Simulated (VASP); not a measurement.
Crystal: BeTe.

```
CELL_PARAMETERS angstrom
0.00000 2.77000 2.77000
2.77000 0.00000 2.77000
2.77000 2.77000 0.00000
ATOMIC_POSITIONS crystal
Te 0.75000 0.75000 0.75000
Be 0.00000 0.00000 0.00000
```

* Program: VASP 6.6.1
* Task: relaxation of cell and atoms
* Functional: PBE
* Dispersion: D3
* Potentials or basis: VASP PAW PBE potentials, release 64 (Te, Be)
* Cutoff: 600 eV
* k mesh: 8 × 8 × 8
* Occupations: fermi-dirac, width 0.05 eV
* Spin: no spin polarisation

At the start: pressure 3.0 GPa; volume 21.25 Å³/atom.

Task: Where does the relaxation end?

Result: Over 3 steps the energy falls by 9.3 meV/atom and the volume is 22.28 Å³/atom (+4.8 %); space group F-43m (No. 216, to 0.05 Å).

The path:
| step | energy change (eV) | largest force (eV/Å) | pressure (GPa) | volume (Å³) |
| --- | --- | --- | --- | --- |
| 1 | 0.0000 | 0.0000 | 3.01 | 42.51 |
| 2 | -0.0178 | 0.0000 | -0.56 | 45.01 |
| 3 | -0.0186 | 0.0000 | 0.01 | 44.57 |

Final structure:
```yaml
crystal:
  lattice:
    - [0.00000, 2.81401, 2.81401]
    - [2.81401, 0.00000, 2.81401]
    - [2.81401, 2.81401, 0.00000]
  atoms:
    - { symbol: Te, position: [0.75000, 0.75000, 0.75000] }
    - { symbol: Be, position: [0.00000, 0.00000, 0.00000] }
```
